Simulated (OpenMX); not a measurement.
## MoSe2 under changes of volume

One of the cells (20.129 Å³/atom); the others are scaled copies at fixed shape and fractional positions:

```
Mo Se
1.0
     3.28800    0.00000    0.00000
    -1.64400    2.84749    0.00000
     0.00000    0.00000   12.90000
Mo Se
2 4
Direct
  0.66667 0.33333 0.75000
  0.33333 0.66667 0.25000
  0.66667 0.33333 0.37500
  0.33333 0.66667 0.87500
  0.66667 0.33333 0.12500
  0.33333 0.66667 0.62500
```

- Program: OpenMX 3.8.5
- Functional: LDA
- Potentials or basis: OpenMX 2013 LDA set, Mo7.0-s3p2d2, Se7.0-s3p2d2, fixed grid of 35 × 35 × 160 points
- k mesh: 9 × 9 × 3
- Occupations: fermi-dirac, width 0.05 eV
- Spin: no spin polarisation

| volume (Å³/atom) | energy over the lowest point (meV/atom) | gap on the mesh (eV) | largest force (eV/Å) |
| --- | --- | --- | --- |
| 18.922 | ? | ? | ? |
| 19.324 | 29.56 | 0.90 | 1.704 |
| 19.727 | 11.99 | 0.90 | 1.305 |
| 20.129 | 2.42 | 0.90 | 0.935 |
| 20.532 | 0.00 | 0.89 | 0.592 |
| 20.935 | 4.08 | 0.89 | 0.274 |
| 21.337 | 13.99 | 0.88 | 0.023 |

Task: What does the run at 18.922 Å³/atom give?

Result: Energy over the lowest point 56.07 meV/atom; gap on the mesh 0.90 eV; largest force 2.133 eV/Å.

Worked out: A Birch-Murnaghan fit of order 3 (a polynomial in V^(-2/3)) to the other rows has its minimum at 20.47 Å³/atom with B0 = V·E''(V) = 133 GPa and B' = 4.2 at fixed shape and positions, which overstates the stiffness. It gives 55.90 meV/atom at 18.922 Å³/atom, against the run's 56.07. A straight line through the other rows of the gap, of slope -0.201 eV per unit of ln V, extrapolates to 0.91 eV, against the run's 0.90.

Energies are extrapolated to zero smearing.

Caveats: an odd mesh through Γ misses points on the zone boundary, where band edges often lie; the cell's inner coordinates are idealised or old, which leaves forces on the atoms; the basis of atomic orbitals isn't converged, which shifts pressures, moduli and gaps. Spin-orbit coupling on Mo, Se is left out.
